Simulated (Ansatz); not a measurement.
What does this script print? It uses Ansatz 0.2.0 through its Python package.

`run_kconv.py`:
```python
# -*- coding: utf-8 -*-
"""k-point test for Te2Mo."""

from dataclasses import dataclass
import csv
import logging
import sys
import warnings

import ansatz

logging.basicConfig(stream=sys.stdout, format="%(name)s: %(message)s")
log = logging.getLogger("te2mo")
log.setLevel(logging.INFO)


@dataclass
class Settings:
    xc: str = "PBEsol"
    cutoff_ev: int = 550
    filling: str = "methfessel_paxton"
    sigma: float = 0.1


opts = Settings()


def main():
    warnings.simplefilter("ignore", ansatz.DeckWarning)

    lattice = ansatz.Lattice.of(
        (3.5182, 0.0, 0.0),
        (-1.7591, 3.046851, 0.0),
        (0.0, 0.0, 13.9736),
    )
    sites = [
        ("Te", (1 / 3, 2 / 3, 0.621)),
        ("Te", (2 / 3, 1 / 3, 0.121)),
        ("Te", (1 / 3, 2 / 3, 0.879)),
        ("Te", (2 / 3, 1 / 3, 0.379)),
        ("Mo", (1 / 3, 2 / 3, 0.25)),
        ("Mo", (2 / 3, 1 / 3, 0.75)),
    ]
    system = ansatz.Crystal(lattice=lattice)
    for symbol, position in sites:
        system = system.atom(symbol, position)

    setup = system.calculation()
    setup = setup.functional(opts.xc)
    setup = setup.pseudopotentials("paw")
    setup = setup.basis(opts.cutoff_ev).occupations(opts.filling, width=opts.sigma)
    setup = setup.forces()
    setup = setup.stress()

    rows = []
    for value in [(3, 3, 1), (5, 5, 1), (6, 6, 2), (7, 7, 2), (9, 9, 2)]:
        data = setup.kpoints(*value).run().report
        rows.append((value, data["free_energy_ev"] / len(data["lattice"]["sites"]), data["n_iterations"], sum(data["stress_gpa"][i][i] for i in range(3)) / 3, max(abs(f) for row in data["forces_ev_ang"] for f in row), data["n_kpoints"]))

    with open("kconv.csv", "w", newline="") as handle:
        writer = csv.writer(handle)
        writer.writerow(["mesh", "F/atom (eV)", "iterations", "P (GPa)", "max component (eV/A)", "k-points"])
        writer.writerows([round(v, 5) if isinstance(v, float) else v for v in row] for row in rows)

    # the last row is the reference
    for row in rows[:-1]:
        shift = 1000 * (row[1] - rows[-1][1])
        log.info(f"{row[0]}: {shift:+.2f} meV/atom" + ("  (within 1 meV)" if abs(shift) < 1 else ""))


if __name__ == "__main__":
    main()
```

`python run_kconv.py` gives:
```text
te2mo: (3, 3, 1): -22.34 meV/atom
te2mo: (5, 5, 1): +9.86 meV/atom
te2mo: (6, 6, 2): +0.11 meV/atom  (within 1 meV)
te2mo: (7, 7, 2): +0.14 meV/atom  (within 1 meV)
```

It writes `kconv.csv`:
```csv
mesh,F/atom (eV),iterations,P (GPa),max component (eV/A),k-points
"(3, 3, 1)",-6233.8081,8,-1.45964,0.38877,3
"(5, 5, 1)",-6233.77591,7,-0.89811,0.13349,5
"(6, 6, 2)",-6233.78566,7,-1.11374,0.08705,14
"(7, 7, 2)",-6233.78562,7,-1.10533,0.09086,16
"(9, 9, 2)",-6233.78576,7,-1.11149,0.09111,24
```

From 6×6×2 on it stays within 1 meV an atom of the value at 9×9×2; the first row (3×3×1) is off by 22.3 meV and the last but one by 0.14 meV. It goes up and down, since the sum over k-points isn't variational. The pressure moves from -1.46 to -1.11 GPa. The last run costs about 5.0 times the first.

Reading the output:
- No spin polarisation was allowed.
- Pressure is positive in compression.
- The structure is a deposited one; some such entries were measured under pressure or heat, so a shift against it needn't be the functional's error alone.
- Shifts are counted from the finest mesh, which is itself no proven limit.
- It ran for 30 s on 1 thread of Arm Neoverse V1 (shared host), peak memory 0.6 GiB.
